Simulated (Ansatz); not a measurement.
The system is CdS (Hawleyite).

```xyz
2
Lattice="0.0000 2.9165 2.9165 2.9165 0.0000 2.9165 2.9165 2.9165 0.0000" Properties=species:S:1:pos:R:3 pbc="T T T"
Cd    0.0000    0.0000    0.0000
S     4.3748    4.3748    4.3748
```

Base run:

```yaml
Program: Ansatz 0.2.0
Functional: PBEsol
Potentials_or_basis: all-electron LAPW, non-relativistic
Cutoff: 247 eV
Density_cutoff: 987 eV
Basis_error_allowed: 0.001 eV/atom
k_mesh: 8 × 8 × 8
Occupations: fermi-dirac, width 0.05 eV
Spin: no spin polarisation
```

Its results: band gap on the k mesh 1.48 eV, direct; pressure 2.0 GPa.

**Question.** The run is repeated on the same cell with these changes: potentials or basis from all-electron LAPW, non-relativistic to all-electron LAPW, scalar-relativistic. What comes out?

**Answer.** Band gap on the k mesh 1.00 eV, direct; pressure -0.2 GPa.

Caveats: relativity is left out, which matters for the heavier elements (some runs).

Not every run made on this cell is shown here.
